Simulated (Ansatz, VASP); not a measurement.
MgB2: VASP beside Ansatz

INCAR

```
SYSTEM = MgB2
PREC     = Accurate       ! precision mode
ENCUT    = 520            ! plane-wave cutoff, eV
EDIFF    = 1E-6           ! SCF threshold, eV
ISMEAR   = -1             ! smearing method
SIGMA    = 0.05           ! smearing width, eV
LREAL    = .False.        ! projectors in reciprocal space
LASPH    = .True.         ! aspherical terms in the spheres
NELM     = 60             ! most SCF steps
ALGO     = Normal         ! electronic algorithm
ISIF     = 2              ! what is computed and relaxed
LWAVE    = .False.        ! write WAVECAR
LCHARG   = .False.        ! write CHGCAR
NBANDS   = 11             ! bands
```

KPOINTS

```
Automatic mesh
0
Gamma
  10 10 8
  0 0 0
```

Contents of POSCAR:

```
MgB2
1.0
    3.0220231454      0.0000000000      0.0000000000
   -1.5110115727      2.6171488148      0.0000000000
    0.0000000000      0.0000000000      3.4510818610
Mg B
1 2
Direct
    0.0000000000      0.0000000000      0.0000000000
    0.6666666667      0.3333333333      0.5000000000
    0.3333333333      0.6666666667      0.5000000000
```

Contents of input.yaml:

```yaml
crystal:
  lattice:
    - [3.0220231454, 0.0, 0.0]
    - [-1.5110115727, 2.6171488148, 0.0]
    - [0.0, 0.0, 3.451081861]
  atoms:
    - { symbol: Mg, position: [0.0, 0.0, 0.0] }
    - { symbol: B, position: [0.6666666667, 0.3333333333, 0.5] }
    - { symbol: B, position: [0.3333333333, 0.6666666667, 0.5] }
kpoints:
  mp_grid: { grid: [10, 10, 8] }
scf:
  occupations: { method: fermi_dirac, width: 0.05 }
hamiltonian:
  xc: lda
  pseudopotentials: { kind: all_electron, lapw: { basis_error: 0.002 } }
output:
  forces: true
  stress: true
  eigenvalues: true
```

Change from the starting cell: volume scaled by 0.94.

Alike in both runs: task single point; functional LDA; k mesh 10 × 10 × 8; occupations fermi-dirac, width 0.05 eV; no spin polarisation.

|  | VASP | Ansatz |
| --- | --- | --- |
| version | VASP 6.6.1 | Ansatz 0.2.0 |
| potentials or method | VASP PAW LDA potentials, release 64 (Mg, B) | all-electron LAPW, scalar-relativistic |
| plane-wave cutoff (eV) | 520 | see its input |

|  | VASP | Ansatz | Ansatz less VASP |
| --- | --- | --- | --- |
| gap on the k mesh at the Fermi level (eV) | none | none | - |
| pressure (GPa) | 1.4 | 2.0 | +0.61 |
| largest component of the traceless stress (GPa) | 2.14 | 2.04 | -0.103 |

A gap of «none» marks a metal or a gap that the smearing closes. Ansatz ran all-electron here, so the differences hold the error of VASP's frozen core and of both bases.
